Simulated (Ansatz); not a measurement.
The system is GaAs.

```
CELL_PARAMETERS angstrom
0.00000 2.69589 2.69589
2.69589 0.00000 2.69589
2.69589 2.69589 0.00000
ATOMIC_POSITIONS crystal
Ga 0.00000 0.00000 0.00000
As 0.50000 0.50000 0.50000
```

The cell was built by a generator and needn't be a form met in nature.

| Item | Value |
| --- | --- |
| Program | Ansatz 0.2.0 |
| Task | relaxation of cell and atoms |
| Functional | PBEsol0 |
| Potentials or basis | Ansatz PAW |
| Cutoff | 420 eV (not typed: the program's choice for these potentials) |
| k mesh | 5 × 5 × 5 |
| Occupations | fermi-dirac, width 0.05 eV |
| Spin | no spin polarisation |

At the start: volume 19.59 Å³/atom.

Task: How do energy, volume and symmetry change on relaxing?

Result: It ends after 5 steps and the volume is 18.30 Å³/atom (-6.6 %); space group Fm-3m (No. 225, to 0.05 Å).

Step by step:
```tsv
step	energy change (eV)	largest force (eV/Å)	volume (Å³)
1	0.0000	0.0000	39.19
2	-0.0424	0.0000	35.71
3	-0.0484	0.0000	36.71
4	-0.0485	0.0000	36.60
5	-0.0473	0.0000	36.60
```

Final structure:
```
Ga As
1.0
     0.00000    2.63519    2.63519
     2.63519    0.00000    2.63519
     2.63519    2.63519    0.00000
Ga As
1 1
Direct
  0.00000 0.00000 0.00000
  0.50000 0.50000 0.50000
```

Caveat: the k mesh is coarse (spacing up to 0.40 Å⁻¹), so the values aren't converged, least of all with exact exchange; the plane-wave basis is chosen anew once the cell has moved, so the energies of steps on either side of that aren't comparable; the PAW data sets come from PBE, with cores solved anew for the run's functional, which leaves a small shift of forces and pressure.
